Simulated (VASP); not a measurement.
Wanted: the native input for a VASP 6.6.1 run.

```yaml
Task: relaxation of cell and atoms
Functional: r2SCAN
Potentials_or_basis: VASP PAW PBE potentials, release 64 (Fe, Si)
Cutoff: 600 eV
k_mesh: 6 × 6 × 6
Occupations: fermi-dirac, width 0.01 eV
Spin: no spin polarisation
Further_INCAR_settings: ALGO = Normal; EDIFF = 1e-06; IBRION = 2; EDIFFG = -0.01; NSW = 40; ISIF = 3
```

The structure of FeSi lies in POSCAR:

```
FeSi
1.0
    4.5507000000      0.0000000000      0.0000000000
    0.0000000000      4.5507000000      0.0000000000
    0.0000000000      0.0000000000      4.5507000000
Fe Si
4 4
Direct
    0.1365200000      0.1365200000      0.1365200000
    0.3634800000      0.8634800000      0.6365200000
    0.6365200000      0.3634800000      0.8634800000
    0.8634800000      0.6365200000      0.3634800000
    0.8424000000      0.8424000000      0.8424000000
    0.6576000000      0.1576000000      0.3424000000
    0.3424000000      0.6576000000      0.1576000000
    0.1576000000      0.3424000000      0.6576000000
```

One way to write it, as run:

INCAR

```
SYSTEM = FeSi
  ALGO = Normal
  EDIFF = 1E-6
  EDIFFG = -0.01
  ENCUT = 600
  IBRION = 2
  ISIF = 3
  ISMEAR = -1
  LASPH = .TRUE.
  LCHARG = .FALSE.
  LMIXTAU = .TRUE.
  LREAL = .FALSE.
  LWAVE = .FALSE.
  METAGGA = R2SCAN
  NELM = 150
  NSW = 40
  PREC = Accurate
  SIGMA = 0.01
```

KPOINTS

```
k-points
0
G
  6 6 6
  0 0 0
```

Potentials or basis: VASP PAW PBE potentials, release 64 (Fe, Si).

Run with:

```bash
$ cat potpaw_PBE.64/Fe/POTCAR potpaw_PBE.64/Si/POTCAR > POTCAR
$ mpirun -np 1 vasp_std > vasp.out
```

Results of the run:

| Item | Value |
| --- | --- |
| Relaxed volume | 10.68 Å³/atom |
| Relaxed cell | a = 4.405 Å, b = 4.405 Å, c = 4.405 Å, α = 90.00°, β = 90.00°, γ = 90.00° |
| Space group after relaxing (to 0.05 Å) | P2_13 (No. 198) |
| Energy gained by relaxing | 76.1 meV/atom |
| Ionic steps | 13 |
| Pressure after relaxing | 0.0 GPa |
| Largest force after relaxing | 0.006 eV/Å |
| Band gap on the k mesh | 0.32 eV, indirect (least direct gap 0.35 eV) |

Caveat: the PAW data sets were made with another functional, which shifts forces and pressure a little.

It took 12 min on 1 thread of Intel(R) Xeon(R) 6975P-C (Granite Rapids), on a shared host, peak memory 0.26 GiB.
